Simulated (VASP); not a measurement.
# Tl (Im-3m) in VASP: a series of runs, part 2 of 3

VASP 6.6.1. The steps go on from the part before.

## Step 3: Single point, PBE (Tl replaced by Sc, lengths x 1.103, strained and moved within the space group)

File INCAR:

```
ALGO = Fast
EDIFF = 1E-7
ENCUT = 520
GGA = PE
ISIF = 2
ISMEAR = 0
LASPH = T
LCHARG = F
LREAL = F
LWAVE = F
NBANDS = 12
NELM = 100
PREC = Accurate
SIGMA = 0.1
```

File KPOINTS:

```
k-points
0
Gamma
  6 6 6
```

File POSCAR:

```
Sc
1.0
   -2.0767254290      2.0767254290      2.0767254290
    2.0767254290     -2.0767254290      2.0767254290
    2.0767254290      2.0767254290     -2.0767254290
Sc
1
Direct
    0.0000000000      0.0000000000      0.0000000000
```

Potentials or basis: VASP PAW PBE potentials, release 64 (Sc_sv).

Started as:

```
$ cat potpaw_PBE.64/Sc_sv/POTCAR > POTCAR
$ mpirun -np 1 vasp_std > vasp.out
```

OUTCAR:

```text
EDIFF = 1E-7
   ENCUT = 520
   GGA = PE
   ISIF = 2
   ISMEAR = 0
   LASPH = T
   LREAL = F
   NELM = 100
   PREC = Accurate

 ion  position               nearest neighbor table
   1  0.000  0.000  0.000-

  LATTYP: Found a body centered cubic cell.
 ALAT       =     4.1534508580

  Lattice vectors:

 A1 = (  -2.0767254290,   2.0767254290,   2.0767254290)
 A2 = (   2.0767254290,  -2.0767254290,   2.0767254290)
 A3 = (   2.0767254290,   2.0767254290,  -2.0767254290)

Analysis of symmetry for initial positions (statically):
=====================================================================
 Subroutine PRICEL returns:
 Original cell was already a primitive cell.

 Routine SETGRP: Setting up the symmetry group for a
 body centered cubic supercell.

 Subroutine GETGRP returns: Found 48 space group operations
 (whereof 48 operations were pure point group operations)
 out of a pool of 48 trial point group operations.

The static configuration has the point symmetry O_h .

Analysis of symmetry for dynamics (positions and initial velocities):
=====================================================================
 Subroutine PRICEL returns:
 Original cell was already a primitive cell.

 Routine SETGRP: Setting up the symmetry group for a
 body centered cubic supercell.

 Subroutine GETGRP returns: Found 48 space group operations
 (whereof 48 operations were pure point group operations)
 out of a pool of 48 trial point group operations.

The dynamic configuration has the point symmetry O_h .

 Subroutine INISYM returns: Found 48 space group operations
 (whereof 48 operations are pure point group operations),
 and found     1 'primitive' translations

----------------------------------------------------------------------------------------

                                     Primitive cell

  volume of cell :      35.8259

  direct lattice vectors                    reciprocal lattice vectors
    -2.076725429  2.076725429  2.076725429     0.000000000  0.240763653  0.240763653
     2.076725429 -2.076725429  2.076725429     0.240763653  0.000000000  0.240763653
     2.076725429  2.076725429 -2.076725429     0.240763653  0.240763653  0.000000000

  length of vectors
     3.596993956  3.596993956  3.596993956     0.340491223  0.340491223  0.340491223

  position of ions in fractional coordinates (direct lattice)
     0.000000000  0.000000000  0.000000000

  ion indices of the primitive-cell ions
   primitive index   ion index
                 1           1

----------------------------------------------------------------------------------------

 KPOINTS: k-points

Automatic generation of k-mesh.
 Grid dimensions read from file:
 generate k-points for:    6    6    6

 Generating k-lattice:

  Cartesian coordinates                     Fractional coordinates (reciprocal lattice)
     0.000000000  0.040127275  0.040127275     0.166666667  0.000000000  0.000000000
     0.040127275  0.000000000  0.040127275     0.000000000  0.166666667  0.000000000
     0.040127275  0.040127275  0.000000000     0.000000000  0.000000000  0.166666667

  Length of vectors
     0.056748537  0.056748537  0.056748537

  Shift w.r.t. Gamma in fractional coordinates (k-lattice)
     0.000000000  0.000000000  0.000000000

 Subroutine IBZKPT returns following result:
 ===========================================

 Found     16 irreducible k-points:

 Following reciprocal coordinates:
            Coordinates               Weight
  0.000000  0.000000  0.000000      1.000000
  0.166667  0.000000  0.000000     12.000000
  0.333333  0.000000  0.000000     12.000000
  0.500000  0.000000  0.000000      6.000000
  0.166667  0.166667  0.000000     24.000000
  0.333333  0.166667  0.000000     48.000000
[... 8 lines left out ...]
  0.500000  0.500000  0.333333     12.000000
  0.500000  0.500000  0.500000      1.000000
   k-points           NKPTS =     16   k-points in BZ     NKDIM =     16   number of bands    NBANDS=     12
   number of dos      NEDOS =    301   number of ions     NIONS =      1
   total plane-waves  NPLWV =  21952
   dimension x,y,z NGX =    28 NGY =   28 NGZ =   28
   dimension x,y,z NGXF=    56 NGYF=   56 NGZF=   56
   ions per type =               1
   NGX,Y,Z   is equivalent  to a cutoff of  12.94, 12.94, 12.94 a.u.
   NGXF,Y,Z  is equivalent  to a cutoff of  25.88, 25.88, 25.88 a.u.
 SYSTEM =  unknown system
   PREC   = accura    normal or accurate (medium, high low for compatibility)
   ISTART =      0    job   : 0-new  1-cont  2-samecut
   ICHARG =      2    charge: 1-file 2-atom 10-const
   ISPIN  =      1    spin polarized calculation?
   LNONCOLLINEAR =      F non collinear calculations
   LSORBIT =      F    spin-orbit coupling
   LASPH  =      T    aspherical Exc in radial PAW
   ENCUT  =  520.0 eV  38.22 Ry    6.18 a.u.   6.69  6.69  6.69*2*pi/ulx,y,z
   NELM   =    100;   NELMIN=  2; NELMDL= -5     # of ELM steps
   EDIFF  = 0.1E-06   stopping-criterion for ELM
   LREAL  =      F    real-space projection
   EDIFFG = 0.1E-05   stopping-criterion for IOM
   NSW    =      0    number of steps for IOM
   IBRION =     -1    ionic relax: 0-MD 1-quasi-New 2-CG
   NFREE  =      0    steps in history (QN), initial steepest desc. (CG)
   ISIF   =      2    stress and relaxation
   ISYM   =      2    0-nonsym 1-usesym 2-fastsym
   POTIM  = 0.5000    time-step for ionic-motion
   TEBEG  =    0.0;   TEEND  =   0.0 temperature during run
   PSTRESS=    0.0 pullay stress
   NELECT =      11.0000    total number of electrons
   NUPDOWN=      -1.0000    fix difference up-down
   EMIN   =  10.00;   EMAX   =-10.00  energy-range for DOS
   EFERMI =   0.00;   METHOD = LEGACY
   ISMEAR =     0;   SIGMA  =   0.10  broadening in eV -4-tet -1-fermi 0-gaus
   EFERMI_NEDOS =   21; number of points for ismear=-14 and -15
   IALGO  =     68    algorithm
   IMIX   =      4    mixing-type and parameters
     AMIX     =   0.40;   BMIX     =  1.00
     AMIX_MAG =   1.60;   BMIX_MAG =  1.00
  volume/ion in A,a.u.               =      35.83       241.77
  Fermi-wavevector in a.u.,A,eV,Ry     =   1.104435  2.087079 16.596055  1.219776
  Thomas-Fermi vector in A             =   2.240907
   LORBIT       =      0    0 simple, 1 ext, 2 COOP (PROOUT), +10 PAW based schemes
   GGA     = PE    functional components
   LHFCALC =     F    Hartree Fock is set to
   AEXX    =    0.0000 exact exchange contribution
   IVDW    =     0    specifies the selected vdW correction
   LEPSILON=     F    determine dielectric tensor
   LRPA    =     F    only Hartree local field effects (RPA)
 non-spin polarized calculation
 RMM-DIIS sequential band-by-band and
 Gauss-broadening in eV      SIGMA  =   0.10
  energy-cutoff  :      520.00
  volume of cell :       35.83
 maximum number of plane-waves:       978
   NGX = 13   NGY = 13   NGZ = 13

 number of electron      10.9999997 magnetization

 Free energy of the ion-electron system (eV)
  ---------------------------------------------------
  ext. energy  EPLUGINS =         0.00000000
  ---------------------------------------------------
  free energy    TOTEN  =        -5.69314670 eV

  energy without entropy =       -5.67314436  energy(sigma->0) =       -5.68314553

 E-fermi :   1.8304     XC(G=0):  -8.4929

 val. band max:        1.8220701576   @ k =   0.3333   0.1667   0.1667
 cond. band min:       1.8500135286   @ k =   0.3333   0.1667   0.0000
 fundamental gap:      0.0279433710
 Fermi energy:         1.8304380774

 k-point     1 :       0.0000    0.0000    0.0000
  band No.  band energies     occupation
      1     -48.6661      2.00000
      2     -27.1840      2.00000
      3     -27.1840      2.00000
      4     -27.1840      2.00000
      5      -2.5399      2.00000
      6       2.7994      0.00000
      7       2.7994      0.00000
      8       2.7994      0.00000
      9       3.6649      0.00000
     10       3.6649      0.00000
     11      13.7319      0.00000
     12      13.7319      0.00000
[... 211 lines left out ...]
 k-point    16 :       0.5000    0.5000    0.5000
  band No.  band energies     occupation
      1     -48.6458      2.00000
      2     -27.2590      2.00000
      3     -27.2590      2.00000
      4     -27.2590      2.00000
      5       1.2262      2.00000
      6       1.2262      2.00000
      7       4.2347      0.00000
      8       4.2347      0.00000
      9       4.2347      0.00000
     10       6.1686      0.00000
     11       6.1686      0.00000
     12       6.1686      0.00000

------------------------ aborting loop because EDIFF is reached ----------------------------------------

  FORCE on cell =-STRESS in cart. coord.  units (eV):
  Direction    XX          YY          ZZ          XY          YZ          ZX
  --------------------------------------------------------------------------------------
  -------------------------------------------------------------------------------------
  Total       -2.2998499     -2.2998499     -2.2998499     -0.0000000     -0.0000000     -0.0000000
  in kB     -102.8520241   -102.8520241   -102.8520241     -0.0000000     -0.0000000     -0.0000000
  external PRESSURE =    -102.8520241 kB  Pullay stress =       0.0000000 kB

 VOLUME and BASIS-vectors are now :
 -----------------------------------------------------------------------------
  energy-cutoff  :      520.00
  volume of cell :       35.83
      direct lattice vectors                 reciprocal lattice vectors
    -2.076725429  2.076725429  2.076725429     0.000000000  0.240763653  0.240763653
     2.076725429 -2.076725429  2.076725429     0.240763653  0.000000000  0.240763653
     2.076725429  2.076725429 -2.076725429     0.240763653  0.240763653  0.000000000

 POSITION                                       TOTAL-FORCE (eV/Angst)
 -----------------------------------------------------------------------------------
      0.00000      0.00000      0.00000         0.000000      0.000000      0.000000
 -----------------------------------------------------------------------------------
    total drift:                                0.000000      0.000000      0.000000

  FREE ENERGIE OF THE ION-ELECTRON SYSTEM (eV)
  ---------------------------------------------------
  free  energy   TOTEN  =        -5.6931466995 eV

  energy  without entropy=       -5.6731443639  energy(sigma->0) =       -5.68314553
```

OSZICAR:

```text
N       E                     dE             d eps       ncg     rms          rms(c)
DAV:   1     0.770361622029E+02    0.77036E+02   -0.49103E+03   384   0.829E+02
DAV:   2    -0.520719381468E+01   -0.82243E+02   -0.80904E+02   384   0.277E+02
DAV:   3    -0.678624161854E+01   -0.15790E+01   -0.15488E+01   536   0.511E+01
DAV:   4    -0.680816079631E+01   -0.21919E-01   -0.21671E-01   488   0.450E+00
DAV:   5    -0.680839662771E+01   -0.23583E-03   -0.23583E-03   488   0.458E-01    0.473E+00
RMM:   6    -0.576661995678E+01    0.10418E+01   -0.11171E+00   394   0.126E+01    0.166E+00
RMM:   7    -0.571784515100E+01    0.48775E-01   -0.10921E+00   478   0.736E+00    0.121E+00
RMM:   8    -0.571982490874E+01   -0.19798E-02   -0.21916E-01   395   0.630E+00    0.880E-01
RMM:   9    -0.569419041185E+01    0.25634E-01   -0.60248E-02   405   0.274E+00    0.212E-01
RMM:  10    -0.569312130124E+01    0.10691E-02   -0.78087E-03   467   0.970E-01    0.809E-02
RMM:  11    -0.569321864291E+01   -0.97342E-04   -0.18412E-03   488   0.313E-01    0.574E-02
RMM:  12    -0.569313649238E+01    0.82151E-04   -0.33793E-04   437   0.238E-01    0.466E-03
RMM:  13    -0.569314556821E+01   -0.90758E-05   -0.85162E-05   522   0.854E-02    0.665E-03
RMM:  14    -0.569314639223E+01   -0.82402E-06   -0.89521E-06   486   0.320E-02    0.271E-03
RMM:  15    -0.569314670169E+01   -0.30946E-06   -0.25841E-06   447   0.176E-02    0.143E-03
RMM:  16    -0.569314669947E+01    0.22185E-08   -0.36117E-07   366   0.682E-03
   1 F= -.56931467E+01 E0= -.56831455E+01  d E =-.200023E-01
```

stdout:

```text
POSCAR found type information on POSCAR Sc
 POSCAR found :  1 types and       1 ions
 scaLAPACK will be used
 LDA part: xc-table for (Slater+PW92), standard interpolation
 POSCAR, INCAR and KPOINTS ok, starting setup
 FFT: planning ... GRIDC
 FFT: planning ... GRID_SOFT
 FFT: planning ... GRID
 WAVECAR not read
 entering main loop
```

Run time: 18 s. Hardware: 1 thread of AMD EPYC 7R43 (Zen 3), shared host; peak memory 0.11 GiB.

Results:

| Item | Value |
| --- | --- |
| Free energy | -5.6931 eV |
| Pressure | -10.3 GPa |
| Band gap on the k mesh | none (metal or under the smearing width) |

## Step 4: Single point, PBE (one atom moved)

File INCAR:

```
PREC = Accurate
ENCUT = 520
EDIFF = 1E-6
ISMEAR = 0
SIGMA = 0.1
LREAL = F
LASPH = T
NELM = 100
ALGO = Normal
ISIF = 2
LWAVE = F
LCHARG = T
GGA = PE
LELF = T
LVHAR = T
NBANDS = 12
```

File KPOINTS:

```
regular mesh
0
Gamma
  14 14 14
```

File POSCAR:

```
Tl
1.0
   -1.9410000000      1.9410000000      1.9410000000
    1.9410000000     -1.9410000000      1.9410000000
    1.9410000000      1.9410000000     -1.9410000000
Tl
1
Direct
   -0.0356594539     -0.0329804225     -0.0535239567
```

Potentials or basis: VASP PAW PBE potentials, release 64 (Tl_d).

Started as:

```
$ cat potpaw_PBE.64/Tl_d/POTCAR > POTCAR
$ mpirun -np 1 vasp_std > vasp.out
```

Run time: 53 s. Hardware: 1 thread of AMD EPYC 7R43 (Zen 3), shared host; peak memory 0.14 GiB.

It converged, with:

```
Free energy            : -2.2100 eV
Pressure               : 2.2 GPa
Band gap on the k mesh : none (metal or under the smearing width)
```

Levels at points of the mesh, in eV from the Fermi level:
| k point | band 4 | band 5 | band 6 | band 7 | band 8 | band 9 |
| --- | --- | --- | --- | --- | --- | --- |
| (0.00, 0.00, 0.00) | -11.28 | -11.28 | -9.93 | 10.56 | 10.56 | 10.56 |
| (0.50, 0.00, 0.00) | -11.28 | -11.01 | -5.07 | -2.68 | 5.70 | 7.06 |
| (0.50, 0.50, 0.50) | -11.07 | -11.07 | -1.75 | 1.40 | 1.40 | 1.40 |

(Part 2 of 3 ends here.)
